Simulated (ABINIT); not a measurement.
# Mo (Im-3m) in ABINIT: settings compared, part 2 of 2

ABINIT 10.8.3 (patched build).

## (4) Band structure, BP86

Input file run.abi:

```
# Datasets: ground state, then fixed potential
ndtset 2

# Pseudopotentials
pp_dirpath "./"
pseudos "Mo.GGA_PBE-JTH.xml"

# Structure
acell 2.7432376088 2.7432376088 2.7432376088 Angstrom
rprim
    -0.5773502692     0.5773502692     0.5773502692
     0.5773502692    -0.5773502692     0.5773502692
     0.5773502692     0.5773502692    -0.5773502692
ntypat 1
znucl 42
natom 1
typat 1
xcart
     0.0000000000     0.0000000000     0.0000000000 Angstrom

# Plane-wave basis
ecut 15.0
pawecutdg 30.0

# Exchange and correlation
ixc -106132

# Bands and occupations
occopt 3
tsmear 0.05 eV

# SCF cycle
nstep 100

# Output
iomode 3
prtwf 0
prteig 0
prtebands 0
enunit 1
prtden1 1

# Dataset 1
kptopt1 1
ngkpt1 12 12 12
nshiftk1 1
shiftk1 0.0 0.0 0.0
nband1 11
tolvrs1 1.0e-9

# Dataset 2: bands along G-H-N-G-P-H
iscf2 -2
getden2 1
nband2 15
nbdbuf2 2
tolwfr2 1.0e-12
kptopt2 -5
ndivsm2 8
prteig2 1
prtvol2 -3
kptbounds2
     0.0000000000     0.0000000000     0.0000000000
     0.5000000000    -0.5000000000     0.5000000000
     0.0000000000     0.0000000000     0.5000000000
     0.0000000000     0.0000000000     0.0000000000
     0.2500000000     0.2500000000     0.2500000000
     0.5000000000    -0.5000000000     0.5000000000
```

Potentials or basis: JTH PAW PBE v2.0.

The run is started by

```
$ abinit run.abi > log 2>&1
```

Run time: 11 s. Hardware: 1 thread of Arm Neoverse V1, shared host; peak memory 0.11 GiB.

It converged, with:

```yaml
Free_energy: -1874.0975 eV
Pressure: -0.5 GPa
Band_gap_on_the_k_mesh: none (metal or under the smearing width)
Valence_electrons_inside_the_program's_atomic_spheres: Mo 11.31 (radii [1.1681] Å)
```

Levels at the corners of the path, in eV from the Fermi level:
| point | band 5 | band 6 | band 7 | band 8 | band 9 | band 10 |
| --- | --- | --- | --- | --- | --- | --- |
| Γ | -7.09 | -1.31 | -1.31 | -1.31 | 1.66 | 1.66 |
| H | -5.23 | -5.23 | 3.91 | 3.91 | 3.91 | 9.06 |
| N | -5.15 | -3.28 | 1.67 | 1.68 | 2.28 | 4.66 |
| Γ | -7.09 | -1.31 | -1.31 | -1.31 | 1.66 | 1.66 |
| P | -2.53 | -2.53 | -2.53 | 2.40 | 2.40 | 9.43 |
| H | -5.23 | -5.23 | 3.91 | 3.91 | 3.91 | 9.06 |

Caveat: the PAW data sets were made with another functional, which shifts forces and pressure a little.

## (5) Band structure, PBE, spin-orbit coupling, no magnetisation

Input file run.abi:

```
# Datasets: ground state, then fixed potential
ndtset 2

# Pseudopotentials
pp_dirpath "./"
pseudos "Mo.GGA_PBE-JTH.xml"

# Structure
acell 3*1.0 Angstrom
rprim
    -1.5838089719     1.5838089719     1.5838089719
     1.5838089719    -1.5838089719     1.5838089719
     1.5838089719     1.5838089719    -1.5838089719
ntypat 1
znucl 42
natom 1
typat 1
xred
     0.0000000000     0.0000000000     0.0000000000

# Plane-wave basis
ecut 15.0
pawecutdg 30.0

# Exchange and correlation
ixc 11

# Bands and occupations
occopt 3
tsmear 0.05 eV

# Spin
nspinor 2
nspden 1
pawspnorb 1

# SCF cycle
nstep 100

# Output
iomode 3
prtwf 0
prteig 0
prtebands 0
enunit 1
prtden1 1
prtvha1 1
prtvclmb1 1
prtpot1 1

# Dataset 1
kptopt1 4
ngkpt1 12 12 12
nshiftk1 1
shiftk1 0.0 0.0 0.0
nband1 22
tolvrs1 1.0e-9

# Dataset 2: bands along G-H-N-G-P-H
iscf2 -2
getden2 1
nband2 30
nbdbuf2 2
tolwfr2 1.0e-12
kptopt2 -5
ndivsm2 6
prteig2 1
kptbounds2
     0.0000000000     0.0000000000     0.0000000000
     0.5000000000    -0.5000000000     0.5000000000
     0.0000000000     0.0000000000     0.5000000000
     0.0000000000     0.0000000000     0.0000000000
     0.2500000000     0.2500000000     0.2500000000
     0.5000000000    -0.5000000000     0.5000000000
```

Potentials or basis: JTH PAW PBE v2.0.

The run is started by

```
$ abinit run.abi > log 2>&1
```

run.abo:

```text
.Version 10.8.3 of ABINIT
 DATASET    1 : space group I4 3 2 (#211); Bravais cI (body-center cubic)
================================================================================
 Values of the parameters that define the memory need for DATASET  1.
     intxc =       0    ionmov =       0      iscf =      17    lmnmax =      18
     lnmax =       6     mgfft =      20  mpssoang =       3    mqgrid =    3001
     natom =       1  nloc_mem =       2    nspden =       1   nspinor =       2
    nsppol =       1      nsym =      24    n1xccc =       1    ntypat =       1
    occopt =       3   xclevel =       2
       mpw =         321          nfft =        8000          nkpt =          88
 PAW method is used; the additional fine FFT grid is defined by:
   mgfftf=        27    nfftf =     19683
================================================================================
================================================================================

 DATASET    2 : space group I4 3 2 (#211); Bravais cI (body-center cubic)
================================================================================
 Values of the parameters that define the memory need for DATASET  2.
     intxc =       0    ionmov =       0      iscf =      -2    lmnmax =      18
     lnmax =       6     mgfft =      20  mpssoang =       3    mqgrid =    3001
     natom =       1  nloc_mem =       2    nspden =       1   nspinor =       2
    nsppol =       1      nsym =      24    n1xccc =       1    ntypat =       1
    occopt =       3   xclevel =       2
       mpw =         321          nfft =        8000          nkpt =          35
[... 712 lines left out ...]
  13.53999   13.53999   15.63314   15.63314   29.58135   29.58135   30.47168   30.47168
  30.49094   30.49094   32.64717   32.64717   40.43857   40.46624
 kpt#   4, nband= 30, wtk=  1.00000, kpt=  0.1875 -0.1875  0.1875 (reduced coord)
 -47.72251  -47.72251  -23.17769  -23.17769  -20.78544  -20.78544  -20.62456  -20.62456
[... 144 lines left out ...]
 -47.49186  -47.49186  -23.60973  -23.60973  -21.33942  -21.33942  -21.09456  -21.09456
   8.98491    8.98491    9.00594    9.00594   13.49652   13.49652   16.43020   16.43020
  16.43619   16.43619   23.18471   23.18471   23.64208   23.64208   23.76191   23.76191
  33.02176   33.02176   33.05541   33.05541   35.58466   35.58466
 kpt#  34, nband= 30, wtk=  1.00000, kpt=  0.4643 -0.3929  0.4643 (reduced coord)
 -47.45809  -47.45809  -23.65478  -23.65478  -21.31695  -21.31695  -21.24982  -21.24982
   8.35065    8.35065    8.35638    8.35638   15.91450   15.91450   16.99383   16.99383
  17.09241   17.09241   22.37030   22.37030   22.98083   22.98083   23.21015   23.21015
  33.53597   33.53597   33.59512   33.59512   33.60379   33.60379
 kpt#  35, nband= 30, wtk=  1.00000, kpt=  0.5000 -0.5000  0.5000 (reduced coord)
 -47.44522  -47.44522  -23.67411  -23.67411  -21.30710  -21.30710  -21.30710  -21.30710
   8.12410    8.12410    8.12410    8.12410   17.25525   17.25525   17.25525   17.25525
  17.46238   17.46238   21.85258   21.85258   22.64887   22.64887   22.64887   22.64887
  32.59863   32.59863   33.88184   33.88184   33.88184   33.88184

== END DATASET(S) ==============================================================
================================================================================

 -outvars: echo values of variables after computation  --------
            acell      1.8897261259E+00  1.8897261259E+00  1.8897261259E+00 Bohr
           etotal1    -6.8850168293E+01
            fcart1    -0.0000000000E+00 -0.0000000000E+00 -0.0000000000E+00
            rprim     -1.5838089719E+00  1.5838089719E+00  1.5838089719E+00
                       1.5838089719E+00 -1.5838089719E+00  1.5838089719E+00
                       1.5838089719E+00  1.5838089719E+00 -1.5838089719E+00
           strten1     5.3802846603E-05  5.3802846603E-05  5.3802846603E-05
                       0.0000000000E+00  0.0000000000E+00  0.0000000000E+00
 Calculation completed.
```

It took 40 s on 1 thread of Arm Neoverse V1, shared host; peak memory 0.11 GiB.

What came out:

```yaml
Free_energy: -1873.5085 eV
Pressure: -1.6 GPa
Band_gap_on_the_k_mesh: none (metal or under the smearing width)
Valence_electrons_inside_the_program's_atomic_spheres: Mo 11.29 (radii [1.1681] Å)
```

Levels at the corners of the path, in eV from the Fermi level:
```
point  band 11  band 12  band 13  band 14  band 15  band 16  band 17  band 18
    Γ    -1.34    -1.34    -1.34    -1.34    -1.20    -1.20     1.68     1.68
    H    -5.26    -5.26     3.87     3.87     3.87     3.87     4.08     4.08
    N    -3.28    -3.28     1.59     1.59     1.69     1.69     2.32     2.32
    Γ    -1.34    -1.34    -1.34    -1.34    -1.20    -1.20     1.68     1.68
    P    -2.49    -2.49    -2.49    -2.49     2.43     2.43     2.43     2.43
    H    -5.26    -5.26     3.87     3.87     3.87     3.87     4.08     4.08
```

## (6) Band structure, HCTH407

run.abi: that of step 5 with these lines changed.

```diff
@@ -1,5 +1,3 @@
-# Datasets: ground state, then fixed potential
 ndtset 2
 
-# Pseudopotentials
 pp_dirpath "./"
@@ -7,3 +5,2 @@
 
-# Structure
 acell 3*1.0 Angstrom
@@ -20,3 +17,2 @@
 
-# Plane-wave basis
 ecut 15.0
@@ -24,6 +20,4 @@
 
-# Exchange and correlation
-ixc 11
+ixc 27
 
-# Bands and occupations
 occopt 3
@@ -31,11 +25,4 @@
 
-# Spin
-nspinor 2
-nspden 1
-pawspnorb 1
-
-# SCF cycle
 nstep 100
 
-# Output
 iomode 3
@@ -50,4 +37,3 @@
 
-# Dataset 1
-kptopt1 4
+kptopt1 1
 ngkpt1 12 12 12
@@ -55,9 +41,8 @@
 shiftk1 0.0 0.0 0.0
-nband1 22
+nband1 11
 tolvrs1 1.0e-9
 
-# Dataset 2: bands along G-H-N-G-P-H
 iscf2 -2
 getden2 1
-nband2 30
+nband2 15
 nbdbuf2 2
@@ -65,4 +50,5 @@
 kptopt2 -5
-ndivsm2 6
+ndivsm2 5
 prteig2 1
+prtvol2 -3
 kptbounds2
```

Potentials or basis: JTH PAW PBE v2.0.

The run is started by

```
$ abinit run.abi > log 2>&1
```

It took 12 s on 1 thread of Arm Neoverse V1, shared host; peak memory 0.11 GiB.

It converged, with:

- Free energy: -1880.8625 eV
- Pressure: -10.0 GPa
- Band gap on the k mesh: none (metal or under the smearing width)
- Valence electrons inside the program's atomic spheres: Mo 11.30 (radii [1.1681] Å)

Levels at the corners of the path, in eV from the Fermi level:
```tsv
point	band 3	band 4	band 5	band 6	band 7	band 8	band 9	band 10	band 11	band 12
Γ	-34.88	-34.88	-7.12	-1.16	-1.16	-1.16	1.60	1.60	15.00	15.00
H	-35.74	-35.74	-5.28	-5.28	3.82	3.82	3.82	9.14	9.14	9.14
N	-35.28	-34.89	-5.10	-3.13	1.37	1.70	2.30	4.52	11.36	11.86
Γ	-34.88	-34.88	-7.12	-1.16	-1.16	-1.16	1.60	1.60	15.00	15.00
P	-35.52	-35.52	-2.53	-2.53	-2.53	2.42	2.42	10.01	11.06	11.06
H	-35.74	-35.74	-5.28	-5.28	3.82	3.82	3.82	9.14	9.14	9.14
```

Caveat: the PAW data sets were made with another functional, which shifts forces and pressure a little.

## (7) Overview

```tsv
task	level	potentials or basis	spin	dispersion computed by	gap on the mesh (eV)	pressure (GPa)
equation of state	PBE+D4	JTH PAW PBE v2.0	off	dftd4 4.3.1	-	-
band structure	LDA-PZ	JTH PAW LDA v2.0	SOC, no magnetisation	-	none	-13.7
band structure	BP86	JTH PAW PBE v2.0	off	-	none	-0.5
band structure	PBE	JTH PAW PBE v2.0	SOC, no magnetisation	-	none	-1.6
band structure	HCTH407	JTH PAW PBE v2.0	off	-	none	-10.0
```

Alike in all rows: cell as given; k mesh 12 × 12 × 12; cutoff (eV) 408; smearing fermi-dirac 0.05 eV.

Caveats: the PAW data sets were made with another functional, which shifts forces and pressure a little (some runs); pressures at fixed basis lie under the slope of the energies (some runs).

Total energies depend on the potentials used, so only differences within one code and one set of settings carry meaning.
